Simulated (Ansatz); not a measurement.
Set up this calculation in Ansatz 0.2.0, as the native input.

```
Task                                       : single point
Functional                                 : revPBE-LDA
Potentials or basis                        : all-electron LAPW, point nuclei
Cutoff                                     : 190 eV (chosen from the basis error)
Basis error allowed                        : 0.001 eV/atom
k mesh                                     : 8 × 8 × 8
Occupations                                : tetrahedron
Spin                                       : collinear spin, ferromagnetic start
Starting moments                           : [0.5, 0.0] μB
Other functionals evaluated on the density : PBE, BLYP, RPBE
```

SnSe:

```
CELL_PARAMETERS angstrom
0.00000 3.01000 3.01000
3.01000 0.00000 3.01000
3.01000 3.01000 0.00000
ATOMIC_POSITIONS crystal
Sn 0.00000 0.00000 0.00000
Se 0.50000 0.50000 0.50000
```

Measurements of this composition are mostly on another form, of space group No. 62.

These files were run (other wordings do the same):

input.yaml

```yaml
crystal:
  lattice:
    - [0.0, 3.01, 3.01]
    - [3.01, 0.0, 3.01]
    - [3.01, 3.01, 0.0]
  atoms:
    - { symbol: Sn, position: [0.0, 0.0, 0.0], spin: 0.5 }
    - { symbol: Se, position: [0.5, 0.5, 0.5] }
kpoints:
  mp_grid: { grid: [8, 8, 8] }
scf:
  occupations: { method: tetrahedron }
hamiltonian:
  xc: { exchange: revpbe, correlation: lda }
  pseudopotentials:
    kind: all_electron
    lapw: { basis_error: 0.001 }
    nuclear_model: point
magnetization:
  spin_polarized: true
output:
  forces: true
  stress: true
  eigenvalues: true
  xc_energy_on_converged_density: [pbe, blyp, rpbe]
```

Potentials or basis: all-electron LAPW, point nuclei.

Launch:

```console
$ ansatz run input.yaml --threads 1 --pin off --max-ram 2560MiB --backend cpu --events-out ev --progress --plain --runs-dir out
```

It gave:

```yaml
Pressure: 8.1 GPa
Band_gap_on_the_k_mesh: 0.23 eV, direct
Net_moment: 0.00 μB per cell
Absolute_moment: 0.00 μB per cell
```

Caveat: spin-orbit coupling is left out, which moves the levels of the heavy elements; with tetrahedron occupations forces and stress needn't match the slope of the energy; the starting moments weren't kept.

Wall time 21 s on 1 thread of Arm Neoverse V2 (shared host), peak memory 0.37 GiB.
